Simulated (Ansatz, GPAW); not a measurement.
# SnO2 with GLLB-SC from a Python script

These are simulated results from GPAW 26.7.0, not measurements. The cell was built from a prototype and was relaxed with r2SCAN in plane waves (Ansatz 0.2.0). Not every such cell is a known phase. All runs are without spin polarisation.

Space group I4_1/amd (No. 141), tetragonal; conventional cell a = 3.999 Å, c = 10.203 Å, 13.60 Å³ an atom. Sn is surrounded by 6 O at 2.05–2.08 Å; O is surrounded by 3 Sn at 2.05–2.08 Å.

GLLB-SC is a model potential. Its fundamental gap is the Kohn-Sham gap plus a derivative discontinuity, which the script evaluates at the band edges among the listed k points. Its total energy isn't variational and serves nothing here.

Input script:

```python
import json
from ase import Atoms
from gpaw import GPAW, PW, FermiDirac

atoms = Atoms(['Sn', 'Sn', 'O', 'O', 'O', 'O'],
              cell=[[-1.99963407, 1.99963407, 5.10126757], [1.99963407, -1.99963407, 5.10126757], [1.99963407, 1.99963407, -5.10126757]],
              scaled_positions=[[0.75, 0.25, 0.5], [0.0, 0.0, 0.0], [0.546340236, 0.046340236, 0.5], [0.796340236, 0.796340236, 0.0], [0.203659764, 0.203659764, 0.0], [0.953659764, 0.453659764, 0.5]],
              pbc=True)
calc = GPAW(mode=PW(400), xc='GLLBSC', kpts={'size': (6, 6, 6), 'gamma': True},
            occupations=FermiDirac(0.02), maxiter=100, legacy_gpaw=True, txt='gpaw.txt')
atoms.calc = calc
res = {'energy': atoms.get_potential_energy(force_consistent=True)}
res['electrons'] = calc.get_number_of_electrons()
res['k'] = calc.get_ibz_k_points().tolist()
res['levels'] = [calc.get_eigenvalues(kpt=i).tolist() for i in range(len(res['k']))]
points = [[0.0, 0.0, 0.0], [0.0, 0.0, 0.5], [0.25, 0.25, 0.25], [0.0, 0.5, 0.0], [0.5, 0.5, -0.5], [0.288414, 0.711586, -0.288414], [-0.288414, 0.288414, 0.288414], [-0.076827, 0.076827, 0.5], [0.5, 0.5, -0.076827], [0.1875, 0.1875, 0.270833]]
bands = calc.fixed_density(kpts=points, symmetry='off', nbands=round(res['electrons']) // 2 + 6, convergence={'bands': -2}, txt='bands.txt')
res['points'] = [bands.get_eigenvalues(kpt=i).tolist() for i in range(len(points))]
homo, lumo = bands.get_homo_lumo()
potential = calc.hamiltonian.xc.response.calculate_discontinuity_potential(homo, lumo)
res['discontinuity'] = bands.hamiltonian.xc.response.calculate_discontinuity(potential)
json.dump(res, open('results.json', 'w'))
print('free energy (eV):', round(res['energy'], 5))
```

Command: `python run.py`. It took 83 s on 1 thread of Arm Neoverse V1, with other jobs on the host, peak memory 0.24 GiB.

The log gpaw.txt, trimmed of paths, versions and times, then the last line on the terminal. An iter line gives the energy in eV and the logarithms of the changes of orbitals (plane waves alone) and density (c: converged):

```
___ ___ ___ _ _ _
 |   |   |_  | | | |

 | | | | | . | | | |

 |__ |  _|___|_____|  26.7.0
 |___|_|

Input parameters:
  kpts: {gamma: True,
         size: (6, 6, 6)}
  maxiter: 100
  mode: {ecut: 400.0,
         name: pw}
  occupations: {fixmagmom: False,
                name: fermi-dirac,
                width: 0.02}
  xc: GLLBSC

System changes: positions, numbers, cell, pbc, initial_charges, initial_magmoms

Initialize ...

species:
  Sn:
    name:    Tin
    Z:       50.0
    valence: 14
    core:    36
    charge:  0.0  # [|e|]
    compensation charges:
      type: gauss
      rc: 0.38  # [Å]
      lmax: 2
    cutoffs:
      filter: 2.23  # [Å]
      core: 2.35  # [Å]
    projectors
    | kind |    occ | energy [eV] | rcut [Å] |

    |------|--------|-------------|----------|

    |   5s |  2.000 |     -11.581 |    1.201 |

    |   5p |  2.000 |      -5.035 |    1.270 |

    |   4d | 10.000 |     -27.256 |    1.185 |

    |    s |        |      15.630 |    1.201 |

    |    p |        |      22.176 |    1.270 |

    |    d |        |      -0.045 |    1.185 |

    Using partial waves for Sn as LCAO basis

  O:
    name:    Oxygen
    Z:       8.0
    valence: 6
    core:    2
    charge:  0.0  # [|e|]
    compensation charges:
      type: gauss
      rc: 0.21  # [Å]
      lmax: 2
    cutoffs:
      filter: 1.17  # [Å]
      core: 0.83  # [Å]
    projectors
    | kind |    occ | energy [eV] | rcut [Å] |

    |------|--------|-------------|----------|

    |   2s |  2.000 |     -28.986 |    0.688 |

    |   2p |  4.000 |     -13.358 |    0.598 |

    |    s |        |      -1.774 |    0.688 |

    |    p |        |      13.853 |    0.598 |

    |    d |        |       0.000 |    0.619 |

    Using partial waves for O as LCAO basis

Reference energy: -344005.993459  # eV

Spin-paired calculation

Convergence criteria:
 Maximum [total energy] change in last 3 cyles: 0.0005 eV / valence electron
 Maximum integral of absolute [dens]ity change: 0.0001 electrons / valence electron
 Maximum integral of absolute [eigenst]ate change: 4e-08 eV^2 / valence electron
 Maximum number of scf [iter]ations: 100
 (Square brackets indicate name in SCF output, whereas a 'c' in
 the SCF output indicates the quantity has converged.)

Symmetries present (total): 8

  ( 1  1  1)  ( 1  0  0)  ( 0  1  0)  ( 0  0  1)  ( 0  0 -1)  ( 0 -1  0)
  ( 0  0 -1)  ( 0  1  0)  ( 1  0  0)  (-1 -1 -1)  ( 1  1  1)  (-1  0  0)
  ( 0 -1  0)  ( 0  0  1)  (-1 -1 -1)  ( 0  1  0)  (-1  0  0)  ( 0  0 -1)

  (-1  0  0)  (-1 -1 -1)
  ( 0 -1  0)  ( 0  0  1)
  ( 1  1  1)  ( 1  0  0)

216 k-points: 6 x 6 x 6 Monkhorst-Pack grid + [1/12,1/12,1/12]
30 k-points in the irreducible part of the Brillouin zone
       k-points in crystal coordinates                weights
   0:     0.00000000    0.00000000    0.00000000          1/216
   1:     0.16666667   -0.16666667    0.00000000          4/216
   2:     0.16666667   -0.16666667    0.16666667          4/216
   3:     0.16666667    0.00000000    0.00000000          8/216
   4:     0.16666667    0.16666667   -0.16666667          2/216
   5:     0.33333333   -0.33333333    0.00000000          4/216
   6:     0.33333333   -0.33333333    0.16666667          8/216
   7:     0.33333333   -0.33333333    0.33333333          4/216
   8:     0.33333333   -0.16666667    0.00000000         16/216
   9:     0.33333333   -0.16666667    0.16666667          8/216
          ...
  29:     0.50000000    0.50000000    0.50000000          1/216

Wave functions: Plane wave expansion
  Cutoff energy: 400.000 eV
  Number of coefficients (min, max): 1456, 1517
  Pulay-stress correction: 0.000000 eV/Ang^3 (de/decut=0.000000)
  Using FFTW library
  ScaLapack parameters: grid=1x1, blocksize=None
  Wavefunction extrapolation:
    Improved wavefunction reuse through dual PAW basis

Occupation numbers: Fermi-Dirac:
  width: 0.0200  # eV

Eigensolver
   Davidson(niter=2)

Densities:
  Coarse grid: 27*27*27 grid
  Fine grid: 54*54*54 grid
  Total Charge: 0.000000

Density mixing:
  Method: separate
  Backend: msr1
  Linear mixing parameter: 0.05
  old densities: 10
  Width of damping distribution: 1.1
  Damping of long wavelength oscillations: 20

Hamiltonian:
  XC and Coulomb potentials evaluated on a 54*54*54 grid
  Using the GLLBSC Exchange-Correlation functional
  External potential:
    NoExternalPotential

XC parameters: GLLBSC functional being used consists of
  -----------------------------------------------------------------------
  | Weight | Module     | Description                                   |

  -----------------------------------------------------------------------
  |  1.000 | SCREENING  | GGA_X_PBE_SOL with 2 nearest neighbor stencil |

  |  1.000 | RESPONSE   | eps=0.0500 eV                                 |

  |  1.000 | XC         | GGA_C_PBE_SOL with 2 nearest neighbor stencil |

  -----------------------------------------------------------------------

Memory estimate:
  Process memory now: 115.77 MiB
  Calculator: 45.77 MiB
    Density: 8.88 MiB
      Arrays: 3.90 MiB
      Localized functions: 1.97 MiB
      Mixer: 3.00 MiB
    Hamiltonian: 2.60 MiB
      Arrays: 2.55 MiB
      XC: 0.00 MiB
      Poisson: 0.00 MiB
      vbar: 0.05 MiB
    Wavefunctions: 34.29 MiB
      Arrays psit_nG: 23.61 MiB
      Eigensolver: 1.08 MiB
      Projections: 1.37 MiB
      Projectors: 6.79 MiB
      PW-descriptor: 1.45 MiB

Total number of cores used: 1

Number of atoms: 6
Number of atomic orbitals: 34
Number of bands in calculation: 34
Number of valence electrons: 52
Bands to converge: occupied

... initialized

Initializing position-dependent things.

Density initialized from atomic densities
Creating initial wave functions:
  34 bands from LCAO basis set
Positions:
   0 Sn     0.000000    1.999634    2.550634    ( 0.0000,  0.0000,  0.0000)
   1 Sn     0.000000    0.000000    0.000000    ( 0.0000,  0.0000,  0.0000)
   2 O     -0.000000    1.999634    0.472788    ( 0.0000,  0.0000,  0.0000)
   3 O     -0.000000    0.000000    8.124689    ( 0.0000,  0.0000,  0.0000)
   4 O      0.000000   -0.000000    2.077846    ( 0.0000,  0.0000,  0.0000)
   5 O      0.000000    1.999634    4.628480    ( 0.0000,  0.0000,  0.0000)

Unit cell:
           periodic     x           y           z      points  spacing
  1. axis:    yes   -1.999634    1.999634    5.101268    27     0.1379
  2. axis:    yes    1.999634   -1.999634    5.101268    27     0.1379
  3. axis:    yes    1.999634    1.999634   -5.101268    27     0.1047

  Lengths:   5.832667   5.832667   5.832667
  Angles:  139.900790 139.900790  58.003966

Effective grid spacing dv^(1/3) = 0.1606

iter:   1   -47.934827
iter:   2   -45.211703   -1.12  -0.86
iter:   3   -32.552081   -0.59  -0.90
iter:   4   -32.544101   -2.01  -1.40
iter:   5   -32.823896   -1.49  -1.53
iter:   6   -31.575626   -2.32  -1.59
iter:   7   -31.352254   -2.78  -2.35
iter:   8   -31.454704   -4.31  -2.52
iter:   9   -31.475986   -4.60  -3.05
iter:  10   -31.479318c  -5.50  -3.79
iter:  11   -31.481111c  -6.17  -4.30c
iter:  12   -31.481623c  -7.26  -4.38c
iter:  13   -31.480696c  -7.22  -4.54c
iter:  14   -31.480346c  -7.43c -5.09c

Converged after 14 iterations.

Energy contributions relative to reference atoms: (reference = -344005.993459)

Kinetic:        +45.832441
Potential:      -26.687694
External:        +0.000000
XC:             -49.837503
Entropy (-ST):   -0.000000
Local:           -0.787590
SIC:             +0.000000
--------------------------
Free energy:    -31.480346
Extrapolated:   -31.480346

GLLBSC response reference energy: 1.17069 eV (from HOMO)

Showing only first 2 kpts
 Kpt  Band  Eigenvalues  Occupancy
  0    24      0.67803    2.00000
  0    25      0.67878    2.00000
  0    26      3.79668    0.00000
  0    27      7.75806    0.00000

  1    24      0.69396    2.00000
  1    25      0.83423    2.00000
  1    26      5.20459    0.00000
  1    27      8.02132    0.00000

Fermi level: 1.93160

Gap: 2.626 eV
Transition (v -> c):
  (s=0, k=15, n=25, [0.33, 0.33, 0.17]) -> (s=0, k=0, n=26, [0.00, 0.00, 0.00])
Direct/indirect transitions are different
Direct gap: 3.118 eV
Transition at: (s=0, k=0, n=25, [0.00, 0.00, 0.00])

free energy (eV): -31.48035
```

The gap in the log is over the mesh alone; results.json adds the listed points. GLLB-SC gives a gap of 3.68 eV (2.632 eV Kohn-Sham over the listed points plus 1.046 eV discontinuity). On the same cell, plane-wave PBE (Ansatz, 10×10×10 k points and the special points) gives a gap of 1.70 eV and r2SCAN a gap of 2.33 eV; on shared hosts these took about 17 and 43 core-seconds on the 6-atom cell, against 83 for the script. Spin-orbit coupling, left out in all these runs, can cut or reorder the gap by tenths of an eV, up to about 1 eV with Pb or Bi.

The runs are scalar-relativistic, without spin-orbit coupling.
